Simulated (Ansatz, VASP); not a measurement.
# CO2 in VASP and in Ansatz

The input INCAR:

```
SYSTEM = CO2
PREC = Accurate ; ENCUT = 520
EDIFF = 1E-6 ; ISMEAR = 0
SIGMA = 0.05 ; LREAL = .FALSE.
LASPH = .TRUE. ; NELM = 100
ALGO = Normal ; ISIF = 2
LWAVE = .FALSE. ; LCHARG = .TRUE.
GGA = PS ; LELF = .TRUE.
LVHAR = .TRUE. ; NBANDS = 44
```

The input KPOINTS:

```
Automatic mesh
0
G
  4 4 4
  0 0 0
```

Contents of POSCAR:

```
CO2
1.0
    6.1189315663      0.0000000000      0.0000000000
    0.0000000000      5.7999351339      0.0000000000
    0.0000000000      0.0000000000      5.7999351339
C O
4 8
Direct
    0.0000000000      0.0000000000      0.0000000000
    0.5000000000      0.0000000000      0.5000000000
    0.5000000000      0.5000000000      0.0000000000
    0.0000000000      0.5000000000      0.5000000000
    0.1161576883      0.1161576883      0.1161576883
    0.3838423117      0.8838423117      0.6161576883
    0.6161576883      0.3838423117      0.8838423117
    0.8838423117      0.6161576883      0.3838423117
    0.8838423117      0.8838423117      0.8838423117
    0.6161576883      0.1161576883      0.3838423117
    0.3838423117      0.6161576883      0.1161576883
    0.1161576883      0.3838423117      0.6161576883
```

Input for Ansatz:

```yaml
crystal:
  lattice:
    - [6.1189315663, 0.0, 0.0]
    - [0.0, 5.7999351339, 0.0]
    - [0.0, 0.0, 5.7999351339]
  atoms:
    - { symbol: C, position: [0.0, 0.0, 0.0] }
    - { symbol: C, position: [0.5, 0.0, 0.5] }
    - { symbol: C, position: [0.5, 0.5, 0.0] }
    - { symbol: C, position: [0.0, 0.5, 0.5] }
    - { symbol: O, position: [0.1161576883, 0.1161576883, 0.1161576883] }
    - { symbol: O, position: [0.3838423117, 0.8838423117, 0.6161576883] }
    - { symbol: O, position: [0.6161576883, 0.3838423117, 0.8838423117] }
    - { symbol: O, position: [0.8838423117, 0.6161576883, 0.3838423117] }
    - { symbol: O, position: [0.8838423117, 0.8838423117, 0.8838423117] }
    - { symbol: O, position: [0.6161576883, 0.1161576883, 0.3838423117] }
    - { symbol: O, position: [0.3838423117, 0.6161576883, 0.1161576883] }
    - { symbol: O, position: [0.1161576883, 0.3838423117, 0.6161576883] }
basis:
  ecutwfc: 520.0
kpoints:
  mp_grid: { grid: [4, 4, 4] }
hamiltonian:
  xc: pbesol
scf:
  occupations: { method: gaussian, width: 0.05 }
output:
  forces: true
  stress: true
  eigenvalues: true
```

Change from the starting cell: normal strain along x +0.0550, normal strain along z +0.0000.

Alike in both runs: task single point; functional PBEsol; k mesh 4 × 4 × 4; occupations gaussian, width 0.05 eV; no spin polarisation.

|  | VASP | Ansatz |
| --- | --- | --- |
| version | VASP 6.6.1 | Ansatz 0.2.0 |
| potentials or method | VASP PAW PBE potentials, release 64 (C, O) | scalar-relativistic, plane waves, PAW |
| plane-wave cutoff (eV) | 520 | 520 |
| valence electrons in the cell | 64 | 64 |

```tsv
	VASP	Ansatz	Ansatz less VASP
gap on the k mesh at the Fermi level (eV)	6.45	6.47	+0.022
least direct gap on the mesh (eV)	6.45	6.47	+0.022
pressure (GPa)	-4.0	-5.2	-1.27
largest component of the traceless stress (GPa)	0.42	0.52	+0.106
rms of the force components (eV/Å)	0.698	0.987	+0.2887
```

Atom by atom the forces differ by 0.289 eV/Å (rms over components).

Caveats: the standard files for N, O and F lose accuracy on very short bonds; the PAW data sets were made with another functional, which shifts forces and pressure a little (VASP). A k mesh can miss the band edges.
